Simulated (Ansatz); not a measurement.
**How far is this LiF from the hull?**

Method: DFT PBE, scalar-relativistic, plane waves, PAW in Ansatz. Settings: cutoff 420 eV, Γ-centred meshes spaced at most about 0.3 Å⁻¹ (2π included), Gaussian smearing. No spin polarisation.

The zero of energy is the elements' standard structures at the same level (F₂ as a molecule); no fitted shifts are applied.

Temperature and zero-point effects are left out.

The competitors are the elements and 1 reference phase of this chemical system (from databases or known types: LiF), relaxed at the same level; other known phases may be missing.

The candidate was reached from: 4-connected net, two elements alternating.

```xyz
10
Lattice="-2.9712 2.9712 3.8969 2.9712 -2.9712 3.8969 2.9712 2.9712 -3.8969" Properties=species:S:1:pos:R:3 pbc="T T T"
Li    0.8093   -0.8093    2.4163
Li    2.1619    2.1619    1.4806
Li    0.0000    0.0000    0.0000
Li    0.8093    0.8093    5.3775
Li   -0.8093    0.8093    2.4163
F     0.8972    0.8972    1.4044
F    -0.8972    0.8972    6.3893
F     0.8972   -0.8972    6.3893
F     2.0740    2.0740   -2.4925
F     0.0000    0.0000    3.8969
```

**Question.** Where does it stand against these competitors?

**Answer.** Not the lowest form: another structure of the same formula lies lower. Its formation energy is -2.860 eV/atom. The lowest competing phase at this composition is this:

```json
{"phase": "LiF", "space group": "P6_3mc (No. 186)", "source": "Materials Project", "share of atoms": "1.0000", "ΔE_f (eV/atom)": "-2.953"}
```

The candidate lies 93 meV/atom above this phase. The candidate matches no cell in the subsets of the Crystallography Open Database and the Materials Project at hand. It is metastable at best. Checks: no imaginary mode on a 2×2×2 q mesh. The Crystallography Open Database lists this formula in another space group (No. 225).
